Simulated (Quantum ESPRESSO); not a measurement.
Ge under changes of volume

One of the cells (22.639 Å³/atom); the others are scaled copies at fixed shape and fractional positions:

```
CELL_PARAMETERS angstrom
0.00000 2.82891 2.82891
2.82891 0.00000 2.82891
2.82891 2.82891 0.00000
ATOMIC_POSITIONS crystal
Ge 0.75000 0.75000 0.75000
Ge 0.50000 0.50000 0.50000
```

| Property | Result |
| --- | --- |
| Program | Quantum ESPRESSO 7.5 |
| Functional | PBE |
| Potentials or basis | SSSP 1.3 efficiency PBE |
| Cutoff | 748 eV |
| Density cutoff | 5987 eV |
| k mesh | 8 × 8 × 8 |
| Occupations | fermi-dirac, width 0.05 eV |
| Spin | no spin polarisation |

```csv
volume (Å³/atom),energy over the lowest point (meV/atom),pressure (GPa)
21.281,64.43,8.9
21.733,42.15,6.9
22.186,25.26,5.1
22.639,?,?
23.092,5.03,2.2
23.545,0.80,0.9
23.997,0.00,-0.2
```

What does the run at 22.639 Å³/atom give?

Energy over the lowest point 13.10 meV/atom; pressure 3.6 GPa.

Worked out: A Birch-Murnaghan fit of order 3 (a polynomial in V^(-2/3)) to the other rows has its minimum at 23.89 Å³/atom with B0 = V·E''(V) = 58 GPa and B' = 5.0. It gives 13.01 meV/atom at 22.639 Å³/atom, against the run's 13.10, and -dE/dV = 3.5 GPa, against 3.6.

Energies are extrapolated to zero smearing.
